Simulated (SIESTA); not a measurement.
Here is a SIESTA 5.4.2 calculation.

The input TiC.fdf:

```
SystemName                      TiC
SystemLabel                     TiC
NumberOfSpecies                 2
NumberOfAtoms                   2
%block ChemicalSpeciesLabel
  1  22 Ti
  2   6 C
%endblock ChemicalSpeciesLabel

UseStructFile                   true

%block kgrid.MonkhorstPack
   11   0   0  0.0
    0  11   0  0.0
    0   0  11  0.0
%endblock kgrid.MonkhorstPack
XC.Functional                   GGA
XC.Authors                      PBE
PAO.BasisSize                   DZP
PAO.EnergyShift                 0.003 Ry
Mesh.Cutoff                     800 Ry
DFTU.ProjectorGenerationMethod  1
%block DFTU.Proj
  Ti 1
  n=3 2
  4.00 0.00
  0.0
%endblock DFTU.Proj
DFTU.PopTol                     1.0e-5
DFTU.FirstIteration             true
OccupationFunction              FD
ElectronicTemperature           0.05 eV
MaxSCFIterations                200
SCF.MustConverge                false
SCF.Mixer.Method                Pulay
SCF.Mixer.Weight                0.1
SCF.Mixer.History               10
SCF.DM.Tolerance                5.0e-05
SCF.H.Tolerance                 1.0e-03 eV
WriteForces                     true
Charge.Mulliken                 end
%block ProjectedDensityOfStates
  EF -10.0 5.0 0.1 201 eV
%endblock ProjectedDensityOfStates
%block PDOS.kgrid.MonkhorstPack
   17   0   0  0.0
    0  17   0  0.0
    0   0  17  0.0
%endblock PDOS.kgrid.MonkhorstPack
%block PAO.Basis
  Ti 5
  n=3 0 2
    3.144 0.000
  n=4 0 2
    8.756 0.000
  n=3 1 2
    3.568 0.000
  n=4 1 1
    8.756
  n=3 2 2
    6.267 0.000
%endblock PAO.Basis
```

TiC.STRUCT_IN

```
   0.0000000000     2.1657188437     2.1657188437
   2.1657188437     0.0000000000     2.1657188437
   2.1657188437     2.1657188437     0.0000000000
2
1  22    0.0000000000     0.0000000000     0.0000000000
2   6    0.5000000000     0.5000000000     0.5000000000
```

Potentials or basis: PseudoDojo 0.4 standard (PBE files), DZP (energy shift 0.003 Ry; two zetas on semicore shells).

Run with:

```console
$ siesta < TiC.fdf > TiC.out 2>&1
```

**Question.** Predict the pressure.

**Answer.** 14.2 GPa.

**Question.** What does it give for the band gap on the k mesh?

**Answer.** None (metal or under the smearing width).

States per cell in windows of 0.5 eV (zero at the Fermi level; states under -8 eV left out):
| from (eV) | total | Ti_d | C_p | Ti_p | Ti_s | C_d | C_s |
| --- | --- | --- | --- | --- | --- | --- | --- |
| -8.0 | 0.00 | 0.00 | 0.00 | 0.00 | 0.00 | 0.00 | 0.00 |
| -7.5 | 0.00 | 0.00 | 0.00 | 0.00 | 0.00 | 0.00 | 0.00 |
| -7.0 | 0.00 | 0.00 | 0.00 | 0.00 | 0.00 | 0.00 | 0.00 |
| -6.5 | 0.01 | 0.00 | 0.01 | 0.00 | 0.00 | 0.00 | 0.00 |
| -6.0 | 0.08 | 0.02 | 0.05 | 0.00 | 0.01 | 0.00 | 0.00 |
| -5.5 | 0.23 | 0.06 | 0.13 | 0.01 | 0.03 | 0.00 | 0.01 |
| -5.0 | 0.55 | 0.15 | 0.31 | 0.03 | 0.05 | 0.00 | 0.01 |
| -4.5 | 0.58 | 0.13 | 0.35 | 0.06 | 0.03 | 0.00 | 0.01 |
| -4.0 | 0.38 | 0.08 | 0.22 | 0.06 | 0.01 | 0.00 | 0.01 |
| -3.5 | 1.16 | 0.46 | 0.58 | 0.09 | 0.01 | 0.01 | 0.01 |
| -3.0 | 1.16 | 0.52 | 0.56 | 0.05 | 0.02 | 0.01 | 0.01 |
| -2.5 | 0.73 | 0.34 | 0.34 | 0.03 | 0.01 | 0.01 | 0.00 |
| -2.0 | 0.50 | 0.24 | 0.23 | 0.02 | 0.00 | 0.01 | 0.00 |
| -1.5 | 0.30 | 0.14 | 0.14 | 0.01 | 0.00 | 0.00 | 0.00 |
| -1.0 | 0.21 | 0.09 | 0.10 | 0.01 | 0.00 | 0.00 | 0.00 |
| -0.5 | 0.12 | 0.06 | 0.05 | 0.01 | 0.00 | 0.00 | 0.00 |
| 0.0 | 0.11 | 0.06 | 0.04 | 0.00 | 0.00 | 0.00 | 0.00 |
| 0.5 | 0.19 | 0.13 | 0.04 | 0.00 | 0.00 | 0.01 | 0.00 |
| 1.0 | 0.39 | 0.31 | 0.05 | 0.00 | 0.00 | 0.02 | 0.00 |
| 1.5 | 0.47 | 0.40 | 0.04 | 0.00 | 0.00 | 0.02 | 0.00 |
| 2.0 | 0.77 | 0.66 | 0.07 | 0.01 | 0.00 | 0.02 | 0.01 |
| 2.5 | 1.08 | 0.95 | 0.08 | 0.01 | 0.01 | 0.02 | 0.01 |
| 3.0 | 1.17 | 1.04 | 0.09 | 0.01 | 0.01 | 0.01 | 0.01 |
| 3.5 | 1.41 | 1.14 | 0.21 | 0.02 | 0.02 | 0.01 | 0.00 |
| 4.0 | 1.30 | 0.99 | 0.24 | 0.03 | 0.02 | 0.02 | 0.01 |
| 4.5 | 0.51 | 0.34 | 0.11 | 0.01 | 0.01 | 0.01 | 0.02 |

Caveat: the basis of atomic orbitals isn't converged, which shifts pressures, moduli and gaps; U without spin polarisation on a metal has little footing; the U is typed as a test and isn't derived for this compound.
